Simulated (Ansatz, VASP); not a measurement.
**Ba in VASP and in Ansatz**

The input INCAR:

```
ALGO     = Normal         # electronic algorithm
EDIFF    = 1E-6           # SCF threshold, eV
ENCUT    = 520            # plane-wave cutoff, eV
GGA      = RE             # functional
ISIF     = 2              # what is computed and relaxed
ISMEAR   = -1             # smearing method
LASPH    = T              # aspherical terms in the spheres
LCHARG   = F              # write CHGCAR
LREAL    = F              # projectors in reciprocal space
LWAVE    = F              # write WAVECAR
NBANDS   = 11             # bands
NELM     = 100            # most SCF steps
PREC     = Accurate       # precision mode
SIGMA    = 0.1            # smearing width, eV
```

File KPOINTS:

```
k-points
0
Gamma
  9 9 9
```

File POSCAR:

```
Ba
1.0
    3.9894800881      0.0000000000      0.0000000000
    0.0000000000      3.9894800881      0.0000000000
    0.0000000000      0.0000000000      3.9894800881
Ba
1
Direct
    0.0000000000      0.0000000000      0.0000000000
```

Input for Ansatz:

```yaml
crystal:
  lattice:
    - [3.9894800881, 0.0, 0.0]
    - [0.0, 3.9894800881, 0.0]
    - [0.0, 0.0, 3.9894800881]
  atoms:
    - { symbol: Ba, position: [0.0, 0.0, 0.0] }
hamiltonian:
  xc: revpbe
  pseudopotentials:
    kind: paw
    azcp:
      Ba: "pseudopotentials/Ba.paw.azcp"
basis:
  ecutwfc: 420
  fft_grid_basis: typed
kpoints:
  mp_grid: { grid: [9, 9, 9], shift: [0, 0, 0] }
magnetization:
  spin_polarized: false
scf:
  occupations: { method: fermi_dirac, width: 0.1 }
  lower_state_search: "off"
output:
  stress: true
  write_density: true
  write_potential: true
  elf: true
  volumetric_format: npy
```

Alike in both runs: task single point; functional revPBE; k mesh 9 × 9 × 9; occupations fermi-dirac, width 0.1 eV; no spin polarisation.

|  | VASP | Ansatz |
| --- | --- | --- |
| version | VASP 6.6.1 | Ansatz 0.2.0 |
| potentials or method | VASP PAW PBE potentials, release 64 (Ba_sv) | plane waves (420 eV) with PAW, scalar-relativistic |
| plane-wave cutoff (eV) | 520 | 420 |
| valence electrons in the cell | 10 | 10 |

VASP gave:

```
pressure (GPa) : 0.4
```

Task: Which values does Ansatz return?

Result: Pressure (GPa): 0.3.

With one functional, cell and mesh, what is left measures potentials, basis and numerics.

Caveats: the PAW data sets were made with another functional, which shifts forces and pressure a little (VASP).
